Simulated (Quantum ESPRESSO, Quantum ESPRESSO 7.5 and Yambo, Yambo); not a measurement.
# InP (F-43m): G0W0 with Yambo, start to end

Wanted: ground state, empty states, screening and self-energy for InP (F-43m).

Program: Quantum ESPRESSO 7.5 and Yambo 5.3.0. Level of theory: PBE and many-body steps on it, plane waves. Results are calculated unless marked as measured.

This is a report of a sequence of runs, with most program output left out.

## 1. Set-up

It takes space group F-43m (No. 216, cubic). The conventional cell has a = 5.869 Å, b = 5.869 Å, c = 5.869 Å, α = 90.00°, β = 90.00°, γ = 90.00°. Nearest to In lie 4 P at 2.54 Å. Nearest to P lie 4 In at 2.54 Å. Farther neighbours are not listed.

The cell and positions come from the Crystallography Open Database and are kept as given unless a step says otherwise.

## 2. Ground state

This step: Quantum ESPRESSO 7.5; DFT, PBE, plane waves, norm-conserving pseudopotentials.

The ground-state density comes first.

The input, pw.in:

```
&control
  calculation = 'scf'
  prefix = 'x'
  outdir = 'o'
  pseudo_dir = 'pseudo'
/
&system
  ibrav = 0
  nat = 2
  ntyp = 2
  ecutwfc = 80.0
  nbnd = 18
  force_symmorphic = .true.
/
&electrons
  conv_thr = 1e-10
  electron_maxstep = 80
  mixing_beta = 0.5
/
ATOMIC_SPECIES
  In 114.82 In.upf
  P 30.974 P.upf
CELL_PARAMETERS angstrom
  -0.0000000000 2.9343500000 2.9343500000
  2.9343500000 -0.0000000000 2.9343500000
  2.9343500000 2.9343500000 -0.0000000000
ATOMIC_POSITIONS crystal
  In 0.0000000000 0.0000000000 0.0000000000
  P 0.2500000000 0.2500000000 0.2500000000
K_POINTS automatic
  6 6 6 0 0 0
```

Run with:

```
$ OMP_NUM_THREADS=1 mpirun -n 4 pw.x -nk 4 -in pw.in > pw.out
```

Run time: 6.3 s. Hardware: 4 MPI ranks of Arm Neoverse V1, shared host; peak memory 0.27 GiB; 25 s of CPU time.

Numbers from this step:

| Quantity | Value |
| --- | --- |
| total energy | -5616.0446 eV |
| gap | 0.6864 eV |
| k of the valence top | 0, 0, 0 |
| k of the conduction bottom | 0, 0, 0 |
| least direct gap | 0.6864 eV |

The gap is direct, at Γ.

## 3. Bands along the symmetry lines

The cheap functional maps the bands first; the places of the edges decide which points the dearer methods must see.

The input, pw.in:

```
&control
  calculation = 'bands'
  prefix = 'x'
  outdir = 'o'
  pseudo_dir = 'pseudo'
/
&system
  ibrav = 0
  nat = 2
  ntyp = 2
  ecutwfc = 80.0
  nbnd = 19
  force_symmorphic = .true.
/
&electrons
  conv_thr = 1e-9
  electron_maxstep = 80
  diago_full_acc = .true.
  diago_thr_init = 5e-6
/
ATOMIC_SPECIES
  In 114.82 In.upf
  P 30.974 P.upf
CELL_PARAMETERS angstrom
  -0.0000000000 2.9343500000 2.9343500000
  2.9343500000 -0.0000000000 2.9343500000
  2.9343500000 2.9343500000 -0.0000000000
ATOMIC_POSITIONS crystal
  In 0.0000000000 0.0000000000 0.0000000000
  P 0.2500000000 0.2500000000 0.2500000000
K_POINTS crystal
  50
  0.00000000 0.00000000 0.00000000 1
  -0.06250000 -0.06250000 0.00000000 1
  -0.12500000 -0.12500000 0.00000000 1
  -0.18750000 -0.18750000 0.00000000 1
  -0.25000000 -0.25000000 0.00000000 1
  -0.31250000 -0.31250000 0.00000000 1
  -0.37500000 -0.37500000 0.00000000 1
  -0.43750000 -0.43750000 0.00000000 1
  -0.50000000 -0.50000000 0.00000000 1
  -0.48437500 -0.48437500 0.03125000 1
  -0.46875000 -0.46875000 0.06250000 1
  -0.45312500 -0.45312500 0.09375000 1
  -0.43750000 -0.43750000 0.12500000 1
  -0.42187500 -0.42187500 0.15625000 1
  -0.40625000 -0.40625000 0.18750000 1
  -0.39062500 -0.39062500 0.21875000 1
  -0.37500000 -0.37500000 0.25000000 1
  -0.37500000 0.00000000 0.37500000 1
  -0.32812500 0.00000000 0.32812500 1
  -0.28125000 0.00000000 0.28125000 1
  -0.23437500 0.00000000 0.23437500 1
  -0.18750000 0.00000000 0.18750000 1
  -0.14062500 0.00000000 0.14062500 1
  -0.09375000 0.00000000 0.09375000 1
  -0.04687500 0.00000000 0.04687500 1
  0.00000000 0.00000000 0.00000000 1
  0.00000000 0.00000000 0.06250000 1
  0.00000000 0.00000000 0.12500000 1
  0.00000000 0.00000000 0.18750000 1
  0.00000000 0.00000000 0.25000000 1
  0.00000000 0.00000000 0.31250000 1
  0.00000000 0.00000000 0.37500000 1
  0.00000000 0.00000000 0.43750000 1
  -0.00000000 -0.00000000 0.50000000 1
  -0.06250000 -0.03125000 0.46875000 1
  -0.12500000 -0.06250000 0.43750000 1
  -0.18750000 -0.09375000 0.40625000 1
  -0.25000000 -0.12500000 0.37500000 1
  -0.31250000 -0.15625000 0.34375000 1
  -0.37500000 -0.18750000 0.31250000 1
  -0.43750000 -0.21875000 0.28125000 1
  -0.50000000 -0.25000000 0.25000000 1
  -0.50000000 -0.28125000 0.21875000 1
  -0.50000000 -0.31250000 0.18750000 1
  -0.50000000 -0.34375000 0.15625000 1
  -0.50000000 -0.37500000 0.12500000 1
  -0.50000000 -0.40625000 0.09375000 1
  -0.50000000 -0.43750000 0.06250000 1
  -0.50000000 -0.46875000 0.03125000 1
  -0.50000000 -0.50000000 0.00000000 1
```

Run time: 5.4 s. Hardware: 4 MPI ranks; peak memory 0.23 GiB; 21 s of CPU time.

This step gave:

```yaml
gap: 0.6864 eV
k_of_the_valence_top: 0, 0, 0
k_of_the_conduction_bottom: 0, 0, 0
least_direct_gap: 0.6864 eV
```

The gap is 0.686 eV, as in the run before at this level.

The electronic bands at the labelled points (eV, zero at the top of the highest filled band):

```csv
point,band 10,band 11,band 12,band 13,band 14,band 15,band 16,band 17
Γ,-11.49,0.00,0.00,0.00,0.69,4.09,4.09,4.09
halfway,-10.60,-3.33,-1.40,-1.40,2.49,3.12,6.37,6.37
X,-9.13,-5.73,-2.31,-2.31,1.77,2.27,9.20,9.56
halfway,-9.12,-5.70,-2.73,-2.21,2.04,2.87,8.38,8.70
U,-9.14,-5.59,-3.29,-1.93,2.36,4.38,7.50,7.53
jump to K,-9.14,-5.59,-3.29,-1.93,2.36,4.38,7.50,7.53
halfway,-10.51,-3.79,-2.00,-0.57,2.82,4.69,4.99,5.21
Γ,-11.49,0.00,0.00,0.00,0.69,4.09,4.09,4.09
halfway,-10.82,-3.44,-0.55,-0.55,1.78,4.79,4.79,5.32
L,-9.78,-5.71,-0.96,-0.96,1.49,4.80,4.80,7.11
halfway,-9.47,-5.53,-2.68,-1.62,3.16,4.19,5.87,7.21
W,-9.06,-5.58,-2.94,-2.89,4.29,4.37,5.56,6.21
halfway,-9.09,-5.66,-2.64,-2.63,2.69,3.10,7.65,7.73
X,-9.13,-5.73,-2.31,-2.31,1.77,2.27,9.20,9.56
```

## 4. Empty states on the mesh, 4×4×4 mesh, 127 bands

The sums over transitions need many empty states on a uniform mesh; this step solves for them.

The input, pw.in:

```
&control
  calculation = 'nscf'
  prefix = 'x'
  outdir = 'o'
  pseudo_dir = 'pseudo'
/
&system
  ibrav = 0
  nat = 2
  ntyp = 2
  ecutwfc = 80.0
  nbnd = 127
  force_symmorphic = .true.
/
&electrons
  conv_thr = 1e-9
  electron_maxstep = 80
  diago_full_acc = .true.
  diago_thr_init = 5e-6
/
ATOMIC_SPECIES
  In 114.82 In.upf
  P 30.974 P.upf
CELL_PARAMETERS angstrom
  -0.0000000000 2.9343500000 2.9343500000
  2.9343500000 -0.0000000000 2.9343500000
  2.9343500000 2.9343500000 -0.0000000000
ATOMIC_POSITIONS crystal
  In 0.0000000000 0.0000000000 0.0000000000
  P 0.2500000000 0.2500000000 0.2500000000
K_POINTS automatic
  4 4 4 0 0 0
```

Run time: 9.5 s. Hardware: 4 MPI ranks; peak memory 0.38 GiB.

This step gave:

| Item | Value |
| --- | --- |
| gap | 0.6864 eV |
| k of the valence top | 0, 0, 0 |
| k of the conduction bottom | 0, 0, 0 |
| least direct gap | 0.6864 eV |
| k points computed | 8 |
| lowest point of the top converged band, above the valence top | 89.0312 eV |

On this mesh the gap is 0.686 eV.

## 5. Conversion and set-up

This step: Yambo 5.3.0; conversion and set-up on PBE, plane waves, norm-conserving pseudopotentials.

The states are converted to the many-body program's format and the q mesh is built.

Run with:

```
$ (cd o/x.save; p2y > p2y.log; mv SAVE ../..); yambo > setup.log
```

Elapsed: 2.8 s, on 1 MPI rank; peak memory 0.25 GiB.

## 6. Screening and self-energy, 4×4×4 mesh, 127 bands, screening to 163.3 eV

G0W0 replaces the xc potential by the self-energy, built once from these orbitals. Only a window of levels is corrected, while the sums run over the empty bands that the input names.

This step: G0W0 on PBE, plane waves, norm-conserving pseudopotentials.

The input, gw1.in:

```
HF_and_locXC
gw0
dyson
ppa
em1d
rim_cut
RandQpts= 1000000
RandGvec= 1 RL
EXXRLvcs= 80 Ry
VXCRLvcs= 320 Ry
Chimod= "HARTREE"
% BndsRnXp
 1 | 127 |
%
NGsBlkXp= 12 Ry
% LongDrXp
 1 | 1 | 1 |
%
% GbndRnge
 1 | 127 |
%
DysSolver= "n"
ExtendOut
PPAPntXp= 27.21138 eV
% QPkrange
 1 | 1 | 12 | 15 |
%
```

Run with:

```
$ OMP_NUM_THREADS=1 mpirun -n 4 yambo -F gw1.in -J gw1 -C gw1 > gw1.log
```

Elapsed: 1.7 min, on 4 MPI ranks; peak memory 1.6 GiB; 6.7 min of CPU time.

Numbers from this step:

```yaml
g0w0_gap_on_the_points_computed: 1.374 eV
starting_gap_on_the_mesh: 0.6864 eV
k_of_the_valence_top: 0, 0, 0
k_of_the_conduction_bottom: 0, 0, 0
least_direct_g0w0_gap_on_the_computed_points: 1.374 eV
z_at_the_valence_top: 0.7805
z_at_the_conduction_bottom: 0.7941
```

The gap on the mesh goes from 0.69 eV to 1.37 eV, a correction of +0.69 eV.

Limits: finite bands, cutoff and mesh; no spin-orbit coupling; coarse k mesh. v1 is the top filled band, c1 the lowest empty one. The levels before and after the correction (eV, zero at the valence-band top of each column):

```csv
,conduction bottom,valence top
Kohn-Sham,0.69,0.00
G0W0,1.37,0.00
```

```csv
,level,energy (eV)
Kohn-Sham,Γ v2-v1,0.000
Kohn-Sham,Γ c1,0.686
Kohn-Sham,Γ c2,4.089
G0W0,Γ v2-v1,0.000
G0W0,Γ c1,1.374
G0W0,Γ c2,4.869
```

## 7. Where the time went

Times are wall times on the hardware named with each run, good to a factor of about two.

```csv
step,time,share,memory (GiB)
ground state,6.3 s,5 %,0.27
bands along the symmetry lines,5.4 s,4 %,0.23
empty states on the mesh,9.5 s,8 %,0.38
conversion and set-up,2.8 s,2 %,0.25
screening and self-energy,1.7 min,81 %,1.6
```

## 8. Outcome

| Property | Result |
| --- | --- |
| PBE gap | 0.69 eV, direct |
| G0W0 gap on the mesh | 1.37 eV |
| GW settings | 4×4×4 mesh, 127 bands, screening to 163.3 eV, Godby-Needs plasmon pole |
| known limits | not at the basis limit; no spin-orbit coupling; coarse k mesh |

In words: G0W0 moves the gap on the mesh from 0.69 eV to 1.37 eV (+0.69 eV), with Z of 0.78 and 0.79 at the edges. Only 1 of the mesh's irreducible points was corrected, so a valley elsewhere could overtake. The dearest step here is «screening and self-energy». Bands and cutoff are finite, so the gap is not at the basis limit. The miss can reach some tenths of an eV and take either sign; the mesh is an error of its own. In the G0W0 run levels were corrected at 1 k point alone, so a gap called «on the mesh» is the least over those, and an edge elsewhere would be missed. The 4×4×4 mesh is coarse for this cell, which bears on the long-range parts of exchange and screening. The many-body steps are scalar-relativistic: spin-orbit coupling is not in them.

[Paths, hosts, dates, memory and timing lines, banners, echoed tables and standing remarks are left out of the program output.]

[Logs are printed without paths, hosts, clocks, repeated set-up lines and the standing remarks that a program may print on its own settings, such as how far it seeks lower states.]

[Runs of the session that timed out or met a known fault of the program may be left out.]

[Hosts, paths, dates, database ids (printed as entryN), source tags and the programs' standing remarks are cut or masked in the printed files.]
